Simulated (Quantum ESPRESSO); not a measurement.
The system is GaN.

```
Ga N
1.0
     0.00000    2.25350    2.25350
     2.25350    0.00000    2.25350
     2.25350    2.25350    0.00000
Ga N
1 1
Direct
  0.00000 0.00000 0.00000
  0.25000 0.25000 0.25000
```

The cell is a database's computed one.

Base run:

- Program: Quantum ESPRESSO 7.5
- Functional: PBE
- Potentials or basis: PseudoDojo 0.4.1 SR PBE standard
- Cutoff: 1143 eV
- Density cutoff: 4572 eV
- k mesh: 10 × 10 × 10
- Occupations: fermi-dirac, width 0.05 eV
- Spin: no spin polarisation

Its results: band gap on the k mesh 1.76 eV, direct; pressure 5.2 GPa.

Task: The run is repeated on the same cell with these changes: functional from PBE to LDA; potentials or basis from PseudoDojo 0.4.1 SR PBE standard to PseudoDojo 0.4.1 SR LDA standard. What comes out?

Result: Band gap on the k mesh 1.77 eV, direct; pressure -6.8 GPa.
